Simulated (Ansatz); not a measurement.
## CuO under changes of volume

One of the cells (8.316 Å³/atom); the others are scaled copies at fixed shape and fractional positions:

```xyz
2
Lattice="2.5526 0.0000 0.0000 0.0000 2.5526 0.0000 0.0000 0.0000 2.5526" Properties=species:S:1:pos:R:3 pbc="T T T"
Cu    0.0000    0.0000    0.0000
O     1.2763    1.2763    1.2763
```

Measurements of this composition are mostly on another form, of space group No. 15.

| Quantity | Value |
| --- | --- |
| Program | Ansatz 0.2.0 |
| Functional | PBE |
| Potentials or basis | all-electron LAPW, scalar-relativistic |
| Cutoff | 362 eV (chosen from the basis error) |
| Basis error allowed | 0.0005 eV/atom |
| k mesh | 10 × 10 × 10 |
| Occupations | fermi-dirac, width 0.05 eV |
| Spin | no spin polarisation |

| volume (Å³/atom) | energy over the lowest point (meV/atom) | pressure (GPa) |
| --- | --- | --- |
| 7.817 | 133.62 | 39.6 |
| 7.983 | 96.40 | 32.6 |
| 8.149 | 66.02 | 26.4 |
| 8.316 | 41.77 | 20.8 |
| 8.482 | ? | ? |
| 8.648 | 9.29 | 11.2 |
| 8.815 | 0.00 | 7.1 |

**Question.** What does the run at 8.482 Å³/atom give?

**Answer.** Energy over the lowest point 23.04 meV/atom; pressure 15.7 GPa.

Worked out: A Birch-Murnaghan fit of order 3 (a polynomial in V^(-2/3)) to the other rows has no minimum within the range. It gives 23.05 meV/atom at 8.482 Å³/atom, against the run's 23.04, and -dE/dV = 15.5 GPa, against 15.7.

Energies are extrapolated to zero smearing.

Caveats: an odd number of electrons without spin polarisation forces a metal; a magnetic or distorted state may lie lower; the run has no spin polarisation, though such a crystal can be magnetic.
